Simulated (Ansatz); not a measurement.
A 5-atom cell of BaTiO3 started from a crystallographic database, relaxed with r2SCAN: 6 runs in Ansatz 0.2.0, each a construction of maximally localised Wannier functions. The symmetry is Amm2 (No. 38, orthorhombic); a = 3.963 Å, b = 5.715 Å, c = 5.748 Å in the conventional setting, 13.02 Å³ an atom. Ba is surrounded by 12 O at 2.77–2.98 Å; Ti is surrounded by 6 O at 1.85–2.21 Å; O is surrounded by 2 Ti at 1.99 Å and 4 Ba at 2.77–2.98 Å; O is surrounded by 2 Ti at 1.85–2.21 Å and 4 Ba at 2.79–2.88 Å. No spin polarisation and no zero-point or thermal motion.

```xyz
5
Lattice="3.9634 0.0000 0.0000 0.0000 2.8577 2.8742 0.0000 -2.8577 2.8742" Properties=species:S:1:pos:R:3 pbc="T T T"
Ba    0.0000    0.0000    0.0484
Ti    1.9817    0.0000    3.0119
O     0.0000    0.0000    2.8190
O     1.9817   -1.3894    4.2369
O     1.9817    1.3894    4.2369
```

Windows count from the top of the filled bands; a dash means that no such window was set (without an outer window there is no disentanglement). Rows marked drawn have settings drawn at random (some not listed).

| functional | SCF mesh | trial orbitals | functions | mesh | window (eV) | frozen (eV) | settings | Ω total (Å²) | Ω invariant (Å²) | largest spread (Å²) | least projectability | interpolation miss of the model's filled bands (eV, to the nearest computed level) |
| --- | --- | --- | --- | --- | --- | --- | --- | --- | --- | --- | --- | --- |
| PBE | 6×6×6 | O s, O p | 12 | 6×6×6 | – | – | chosen | 13.98 | 12.69 | 1.38 | 0.78 | 0.008 |
| PBE | 6×6×6 | O p | 9 | 4×4×4 | – | – | chosen | 12.43 | 12.26 | 1.48 | 0.78 | 0.053 |
| r2SCAN | 6×6×6 | O s, O p | 12 | 4×4×4 | – | – | chosen | 12.89 | 11.59 | 1.25 | 0.78 | 0.045 |
| r2SCAN | 6×6×6 | O p | 9 | 4×4×4 | – | – | chosen | 12.00 | 11.86 | 1.42 | 0.78 | 0.048 |

Task: Estimate from these rows what the further settings give.
```tsv
functional	SCF mesh	trial orbitals	functions	mesh	window (eV)	frozen (eV)	settings
PBE	6×6×6	O s, O p	12	4×4×4	–	–	chosen
PBE	6×6×6	O p (loose tolerance)	9	4×4×4	–	–	drawn
```

Result:
```json
{"functional": "PBE", "SCF mesh": "6×6×6", "trial orbitals": "O s, O p", "functions": "12", "mesh": "4×4×4", "window (eV)": "–", "frozen (eV)": "–", "settings": "chosen", "Ω total (Å²)": "13.39", "Ω invariant (Å²)": "12.07", "largest spread (Å²)": "1.31", "least projectability": "0.78", "interpolation miss of the model's filled bands (eV, to the nearest computed level)": "0.051"}
{"functional": "PBE", "SCF mesh": "6×6×6", "trial orbitals": "O p (loose tolerance)", "functions": "9", "mesh": "4×4×4", "window (eV)": "–", "frozen (eV)": "–", "settings": "drawn", "Ω total (Å²)": "12.43", "Ω invariant (Å²)": "12.26", "largest spread (Å²)": "1.48", "least projectability": "0.78", "interpolation miss of the model's filled bands (eV, to the nearest computed level)": "0.053"}
```

For O s, O p with PBE the spread goes 13.39 Å² (4×4×4), 13.98 Å² (6×6×6): finite differences on a coarse mesh understate it.

The runs are scalar-relativistic, without spin-orbit coupling.
